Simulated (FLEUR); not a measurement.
Rh: equation of state with PBEsol

**What was measured.**

“Thermal equation of state of rhodium characterized by XRD in a resistively heated diamond anvil cell”, 2024, pmc:11535440 quotes, for a bulk crystal of Rh: bulk modulus 264 ± 1 GPa.

Crystal: Rh.

```
CELL_PARAMETERS angstrom
0.00000 1.89785 1.89785
1.89785 0.00000 1.89785
1.89785 1.89785 0.00000
ATOMIC_POSITIONS crystal
Rh 0.00000 0.00000 0.00000
```

| Item | Value |
| --- | --- |
| Program | FLEUR MaX-R8.1 (later development tree) |
| Task | equation of state |
| Functional | PBEsol |
| Potentials or basis | all-electron |
| Basis | FLAPW |
| Kmax | 4.26 1/bohr |
| k mesh | 12 × 12 × 12 |
| Occupations | fermi-dirac, width 0.05 eV |
| Spin | no spin polarisation |

- Equilibrium volume: 13.49 Å³/atom
- Bulk modulus: 296 GPa
- Pressure derivative of the bulk modulus: 5.1

Energy against volume, from the lowest point:
| volume (Å³/atom) | energy (meV/atom) |
| --- | --- |
| 12.851 | 30.64 |
| 13.125 | 9.24 |
| 13.398 | 0.00 |
| 13.671 | 1.29 |
| 13.945 | 12.31 |
| 14.218 | 31.57 |
| 14.492 | 58.20 |

Measured bulk modulus of Rh: 264 GPa (quoted in “Thermal equation of state of rhodium characterized by XRD in a resistively heated diamond anvil cell”, 2024, pmc:11535440). This calculation gives 296 GPa (+12.2 %). The fit is for a static lattice scaled at fixed shape and fixed fractional positions.
